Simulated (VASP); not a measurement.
The system is Ti.

```xyz
1
Lattice="-1.6410 1.6410 1.6410 1.6410 -1.6410 1.6410 1.6410 1.6410 -1.6410" Properties=species:S:1:pos:R:3 pbc="T T T"
Ti    0.0000    0.0000    0.0000
```

This isn't the form of Ti at room conditions, which is hcp.

- Program: VASP 6.6.1
- Task: single point
- Functional: PBE
- Potentials or basis: VASP PAW PBE potentials, release 64 (Ti_sv)
- Cutoff: 520 eV
- k mesh: 11 × 11 × 11
- Occupations: fermi-dirac, width 0.05 eV
- Spin: no spin polarisation

On this cell: pressure -2.7 GPa; band gap on the k mesh none (metal or under the smearing width).

The same run follows on a disturbed copy (cell strained at random at fixed volume):

```xyz
1
Lattice="-1.6651 1.6614 1.5991 1.6804 -1.7051 1.6580 1.6045 1.6445 -1.6428" Properties=species:S:1:pos:R:3 pbc="T T T"
Ti    0.0349   -0.0129   -0.0109
```

Question: What changes?

Answer: The energy (extrapolated to zero smearing) moves by +2.6 meV/atom; pressure -2.7 GPa; band gap on the k mesh none (metal or under the smearing width).

Stress tensor (GPa, compression positive):
```
-2.66  1.30 -0.59
 1.30 -2.28  0.98
-0.59  0.98 -3.08
```
